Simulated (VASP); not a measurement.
Runs of VASP 6.6.1 on V. It takes space group P6_3/mmc (No. 194, hexagonal). The conventional cell has a = 3.406 Å, b = 3.406 Å, c = 5.619 Å, α = 90.00°, β = 90.00°, γ = 120.00°. Around V (site symmetry 3m) lie 4 V at 2.09 to 2.11 Å. The cell was built by a generator and needn't be a form met in nature.

| task | cell | k mesh | cutoff (eV) | mesh quality | gap on the mesh (eV) | pressure (GPa) | relaxed volume (Å³/atom) | largest force (eV/Å) |
| --- | --- | --- | --- | --- | --- | --- | --- | --- |
| relaxation of cell and atoms | relaxed | 6 × 6 × 4 | 600 | not flagged | none | 0.2 | 13.95 | 0.01 |
| relaxation of cell and atoms | relaxed | 9 × 9 × 2 | 600 | coarse | none | 0.0 | (b) | 0.04 |
| single point | P6_3/mmc, 13.95 Å³/atom | 6 × 6 × 4 | 520 | coarse | none | 0.6 | - | 0.10 |
| single point | P6_3/mmc, 13.97 Å³/atom | 9 × 9 × 2 | 520 | coarse | none | (a) | - | 0.11 |

Alike in all rows: level PBE; potentials or basis VASP PAW PBE potentials, release 64 (V_sv); no spin polarisation; smearing gaussian 0.1 eV.

Q: Estimate the missing entries.

A: (a) 0.5; (b) 14.02.

Caveats: some runs use coarse meshes.

A gap of «none» marks a metal or a gap under the smearing width.
